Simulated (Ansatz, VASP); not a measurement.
## Two plane-wave programs on Mg2Ge

The input INCAR:

```
ALGO     = Normal         # electronic algorithm
EDIFF    = 1E-6           # SCF threshold, eV
ENCUT    = 520            # plane-wave cutoff, eV
GGA      = PS             # functional
ISIF     = 2              # what is computed and relaxed
ISMEAR   = 0              # smearing method
LASPH    = True           # aspherical terms in the spheres
LCHARG   = False          # write CHGCAR
LREAL    = False          # projectors in reciprocal space
LWAVE    = False          # write WAVECAR
NBANDS   = 16             # bands
NELM     = 100            # most SCF steps
PREC     = Accurate       # precision mode
SIGMA    = 0.1            # smearing width, eV
```

File KPOINTS:

```
k-points
0
Gamma
  6 6 6
```

File POSCAR:

```
Mg2Ge
1.0
    0.0000000000      3.1890000000      3.1890000000
    3.1890000000      0.0000000000      3.1890000000
    3.1890000000      3.1890000000      0.0000000000
Mg Ge
2 1
Direct
    0.2500000000      0.2500000000      0.2500000000
    0.7500000000      0.7500000000      0.7500000000
    0.0000000000      0.0000000000      0.0000000000
```

Input for Ansatz:

```yaml
crystal:
  lattice:
    - [0.0, 3.189, 3.189]
    - [3.189, 0.0, 3.189]
    - [3.189, 3.189, 0.0]
  atoms:
    - { symbol: Mg, position: [0.25, 0.25, 0.25] }
    - { symbol: Mg, position: [0.75, 0.75, 0.75] }
    - { symbol: Ge, position: [0.0, 0.0, 0.0] }
basis:
  ecutwfc: 420
kpoints:
  mp_grid: { grid: [6, 6, 6] }
hamiltonian:
  xc: pbesol
scf:
  occupations: { method: gaussian, width: 0.1 }
output:
  forces: true
  stress: true
  eigenvalues: true
```

Alike in both runs: task single point; functional PBEsol; k mesh 6 × 6 × 6; occupations gaussian, width 0.1 eV; no spin polarisation.

```csv
,VASP,Ansatz
version,VASP 6.6.1,Ansatz 0.2.0
potentials or method,"VASP PAW PBE potentials, release 64 (Mg, Ge_d)","scalar-relativistic, plane waves, PAW"
plane-wave cutoff (eV),520,420
valence electrons in the cell,18,34
```

Ansatz gave:

| Item | Value |
| --- | --- |
| gap on the k mesh at the Fermi level (eV) | 0.08 |
| least direct gap on the mesh (eV) | 0.99 |
| pressure (GPa) | -0.4 |

Problem. Estimate VASP's values.

Solution. gap on the k mesh at the Fermi level (eV): 0.08; least direct gap on the mesh (eV): 1.00; pressure (GPa): -0.5.

The functional is the same, so the differences come from potentials, cutoffs and numerics. The two sets of potentials don't hold the same shells in valence.

Caveats: the PAW data sets were made with another functional, which shifts forces and pressure a little (VASP). A k mesh can miss the band edges. Expect the measured gap to be larger: semilocal functionals such as PBEsol lack the derivative discontinuity.
